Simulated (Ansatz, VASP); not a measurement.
# CaO (Lime) in two plane-wave programs, part 2 of 2

Aim: how closely do two programs agree when they are given the same cell, functional and k mesh? The structure shown is the end of the Ansatz relaxation below.

VASP 6.6.1 and Ansatz 0.2.0.

So far. Step 3 (VASP: single point, LDA, pair 1): The run ends at a pressure of 3.01 GPa.

## (6) VASP: single point, LDA, pair 2 (continued)

Level of this step: LDA; plane waves and PAW (O, Ca_sv) (VASP).

Numbers of over 12 decimals in the logs are rounded to 6 here.

Parts of OUTCAR (step 6):

```text
  Total       -0.3287083     -0.3287083      0.1470492      0.0000000      0.0000000      0.0000000
  in kB      -19.8916224    -19.8916224      8.8986112      0.0000000      0.0000000      0.0000000
  external PRESSURE =     -10.2948778 kB  Pullay stress =       0.0000000 kB

 POSITION                                       TOTAL-FORCE (eV/Angst)
 -----------------------------------------------------------------------------------
      2.37722      2.37722      2.34252         0.000000      0.000000      0.000000
      0.00000      0.00000      0.00000         0.000000      0.000000      0.000000
 -----------------------------------------------------------------------------------
    total drift:                                0.000000      0.000000      0.000000

  FREE ENERGIE OF THE ION-ELECTRON SYSTEM (eV)
  ---------------------------------------------------
  free  energy   TOTEN  =       -14.2211171211 eV

  energy  without entropy=      -14.2211171211  energy(sigma->0) =      -14.22111712

[... 1 part as in an earlier step ...]

[... 2 further parts left out ...]
[key lines of the parts left out:]
E-fermi :   4.0088
```

The run ends at a pressure of -1.03 GPa.

## (7) Comparison

Compared:

| quantity | Ansatz | VASP | difference |
| --- | --- | --- | --- |
| pressure (GPa) | -1.83 | -1.03 | -0.80 |
| gap on the k mesh (eV) | 3.397 | 3.368 | +0.029 |

A gap on the mesh is an upper bound, since the band edges may lie between its points.

## (8) Ansatz: relaxation, LDA

This run makes the geometry at which the two programs are then compared. The cell compared in this pair holds 26.88 Å³, against 26.48 Å³ for the pair before.

The structure compared here is the end of the Ansatz relaxation.

input.yaml

```yaml
crystal:
  lattice:
    - [0.0, 2.4007541631, 2.3425200098]
    - [2.4007541631, 0.0, 2.3425200098]
    - [2.4007541631, 2.4007541631, 0.0]
  atoms:
    - { symbol: O, position: [0.5, 0.5, 0.5] }
    - { symbol: Ca, position: [0.0, 0.0, 0.0] }
  conventional_axes: [[-1, 1, 1], [1, -1, 1], [1, 1, -1]]
kpoints:
  mp_grid: { grid: [8, 8, 8] }
hamiltonian:
  xc: lda
  pseudopotentials: { kind: paw, azcp: { folder: soft_1 }, xc_functional: pbe }
scf:
  occupations: { method: fixed }
output:
  forces: true
  stress: true
  eigenvalues: true
relax:
  adjacent_minimum: "off"
  f_tol: 0.001
  max_steps: 60
  cell: { stress_tol: 0.01, fix: [a, b, gamma] }
```

The run is started by

```bash
ansatz run input.yaml --threads 4 --pin off --max-ram 10240MiB --backend cpu --events-out ev --progress --plain --runs-dir out
```

What it wrote:

```text
[...]
Crystal: 2 atoms, lattice volume = 27.003 Å³
Basis set: ecut = 420 eV, 535 PW (Γ)
Bands: 12, of which v1, the nominal top of the filled ones, is band 8 counted from 1 (7 counted from 0)
Symmetry: 16 space group operations
[...]
k-points: 59 of 512
[...]
k-point 58: bands = [... 4 lower, -7.3723, 6.4855, 7.2322, 7.2322, 11.0610, 15.9527, 16.7259, 17.4205]
--- Relaxed structure (4 steps of the walk, 4 accepted, 2 SCFs on fresh bases) ---
[...]
cell:  # Å, volume = 26.8798 Å³
    - [0.0, 2.4007541631, 2.331853]
    - [2.4007541631, 0.0, 2.331853]
    - [2.4007541631, 2.4007541631, 0.0]
  atoms:
    - { symbol: O, position: [0.5, 0.5, 0.500000] }
    - { symbol: Ca, position: [0, 0, 0] }
[key lines of the parts left out:]
SCF converged after 6 iterations
Free energy (F): -2331.630408 eV
Fermi energy:    7.713248 eV
P = ⅓ Tr σ = -3.4217 GPa (-34.217 kbar)
```

## (9) VASP: single point, LDA, pair 3

The same cell, functional (in two slightly different forms) and mesh now go to VASP, with its own data sets.

INCAR

```
SYSTEM = CaO
PREC = Accurate
ENCUT = 600
EDIFF = 1E-06
NELM = 120
ISMEAR = 0
SIGMA = 0.01
LREAL = .FALSE.
ALGO = Normal
GGA = CA
NBANDS = 14
LORBIT = 11
LWAVE = .FALSE.
LCHARG = .FALSE.
ISIF = 2
LASPH = .TRUE.
GGA_COMPAT = .FALSE.
EFERMI = MIDGAP
```

POSCAR

```
CaO
1.0
    0.0000000000      2.4007541631      2.3318531394
    2.4007541631      0.0000000000      2.3318531394
    2.4007541631      2.4007541631      0.0000000000
O Ca
1 1
Direct
    0.5000000000      0.5000000000      0.5000000000
    0.0000000000      0.0000000000      0.0000000000
```

KPOINTS

```
Automatic mesh
0
Gamma
8 8 8
0 0 0
```

The projector-augmented-wave data sets are O and Ca_sv (LDA family, release 64).

The run is started by

```bash
mpirun -np 1 vasp_std
```

What it wrote:

```text
[... set-up lines as in an earlier step ...]
 entering main loop
       N       E                     dE             d eps       ncg     rms          rms(c)
DAV:   1     0.134154075566E+03    0.13415E+03   -0.92243E+03  1652   0.130E+03
DAV:   2    -0.977080502247E+01   -0.14392E+03   -0.13432E+03  2018   0.321E+02
DAV:   3    -0.157270470177E+02   -0.59562E+01   -0.59087E+01  1856   0.684E+01
DAV:   4    -0.159222749913E+02   -0.19523E+00   -0.19506E+00  2452   0.102E+01
[...]
DAV:  10    -0.142105397699E+02   -0.15711E-03   -0.33039E-04  1926   0.223E-01    0.441E-02
DAV:  11    -0.142105107811E+02    0.28989E-04   -0.51262E-05  2290   0.842E-02    0.593E-03
DAV:  12    -0.142105105277E+02    0.25336E-06   -0.41761E-06  1772   0.215E-02
   1 F= -.14210511E+02 E0= -.14210511E+02  d E =0.000000E+00
```

OUTCAR, selected parts (step 9):

```text
  Total       -0.7485613     -0.7485613      0.1558569      0.0000000      0.0000000      0.0000000
  in kB      -44.6181290    -44.6181290      9.2898805      0.0000000      0.0000000      0.0000000
  external PRESSURE =     -26.6487925 kB  Pullay stress =       0.0000000 kB

 POSITION                                       TOTAL-FORCE (eV/Angst)
 -----------------------------------------------------------------------------------
      2.40075      2.40075      2.33185         0.000000     -0.000000      0.000000
      0.00000      0.00000      0.00000        -0.000000      0.000000      0.000000
 -----------------------------------------------------------------------------------
    total drift:                                0.000000      0.000000      0.000000

  FREE ENERGIE OF THE ION-ELECTRON SYSTEM (eV)
  ---------------------------------------------------
  free  energy   TOTEN  =       -14.2105105277 eV

  energy  without entropy=      -14.2105105277  energy(sigma->0) =      -14.21051053

[... 1 part as in an earlier step ...]

[... 2 further parts left out ...]
[key lines of the parts left out:]
E-fermi :   3.9214
```

The run ends at a pressure of -2.66 GPa.

## (10) Comparison

The two programs side by side:

| quantity | Ansatz | VASP | difference |
| --- | --- | --- | --- |
| pressure (GPa) | -3.42 | -2.66 | -0.76 |
| gap on the k mesh (eV) | 3.348 | 3.318 | +0.029 |

A gap on the mesh is an upper bound, since the band edges may lie between its points.

## (11) Summary of results

| Property | Result |
| --- | --- |
| difference in gap on the k mesh (single point, LDA, pair 1) | 0.030 eV |
| difference in pressure (single point, LDA, pair 1) | -0.92 GPa |
| difference in gap on the k mesh (single point, LDA, pair 2) | 0.029 eV |
| difference in pressure (single point, LDA, pair 2) | -0.80 GPa |
| difference in gap on the k mesh (single point, LDA, pair 3) | 0.029 eV |
| difference in pressure (single point, LDA, pair 3) | -0.76 GPa |

The difference in pressure is -0.92 GPa (single point, LDA, pair 1), within the 1 GPa picked in this series as the mark of a large difference. 5 further runs of this series are not shown here. How closely two codes agree says nothing of how well the functional describes the real material.

[Lines on the potential files, build, host, timing and source positions are cut from VASP's logs without a mark.]

[Logs are printed without paths, hosts, clocks, repeated set-up lines and the standing remarks that a program may print on its own settings, such as how far it seeks lower states.]

[Hosts, paths, dates, database ids (printed as entryN), source tags and the programs' standing remarks are cut or masked in the printed files.]
